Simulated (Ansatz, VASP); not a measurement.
SnTe in VASP and in Ansatz

The input POSCAR:

```
SnTe
1.0
    0.0000000000      3.6111460000      3.6111460000
    3.6111460000      0.0000000000      3.6111460000
    3.6111460000      3.6111460000      0.0000000000
Sn Te
1 1
Direct
    0.0000000000      0.0000000000      0.0000000000
    0.7500000000      0.7500000000      0.7500000000
```

File INCAR.step1:

```
  ALGO = Normal
  EDIFF = 1E-4
  ENCUT = 520
  GGA = PE
  ISMEAR = 0
  LASPH = True
  LCHARG = False
  LREAL = False
  LWAVE = True
  NBANDS = 17
  NELM = 100
  PREC = Accurate
  SIGMA = 0.1
```

Contents of INCAR.step2:

```
  ALGO = Normal
  EDIFF = 1E-7
  ENCUT = 520
  ISIF = 2
  ISMEAR = 0
  ISTART = 1
  LASPH = True
  LCHARG = False
  LMIXTAU = True
  LREAL = False
  LWAVE = False
  METAGGA = R2SCAN
  NBANDS = 17
  NELM = 100
  PREC = Accurate
  SIGMA = 0.1
```

KPOINTS

```
k-points
0
Gamma
  4 4 4
```

Input for Ansatz:

```yaml
crystal:
  lattice:
    - [0.0, 3.611146, 3.611146]
    - [3.611146, 0.0, 3.611146]
    - [3.611146, 3.611146, 0.0]
  atoms:
    - { symbol: Sn, position: [0.0, 0.0, 0.0] }
    - { symbol: Te, position: [0.75, 0.75, 0.75] }
basis:
  ecutwfc: 500
kpoints:
  mp_grid: { grid: [4, 4, 4] }
hamiltonian:
  xc: r2scan
scf:
  occupations: { method: gaussian, width: 0.1 }
output:
  forces: true
  stress: true
  eigenvalues: true
```

Measurements of this composition are mostly on another form, of space group No. 225.

Alike in both runs: task single point; functional r2SCAN; k mesh 4 × 4 × 4; occupations gaussian, width 0.1 eV; no spin polarisation.

|  | VASP | Ansatz |
| --- | --- | --- |
| version | VASP 6.6.1 | Ansatz 0.2.0 |
| potentials or method | VASP PAW PBE potentials, release 64 (Sn_d, Te) | scalar-relativistic, plane waves, PAW |
| plane-wave cutoff (eV) | 520 | 500 |
| valence electrons in the cell | 20 | 30 |

```csv
,VASP,Ansatz,Ansatz less VASP
gap on the k mesh at the Fermi level (eV),0.16,0.16,+0.003
least direct gap on the mesh (eV),0.90,0.90,+0.002
pressure (GPa),-0.8,-0.8,+0.01
```

The functional is the same, so the differences come from potentials, cutoffs and numerics. The two sets of potentials don't hold the same shells in valence.

Caveats: the PAW data sets were made with another functional, which shifts forces and pressure a little (VASP); spin-orbit coupling is left out, which moves the levels of the heavy elements. A k mesh can miss the band edges.
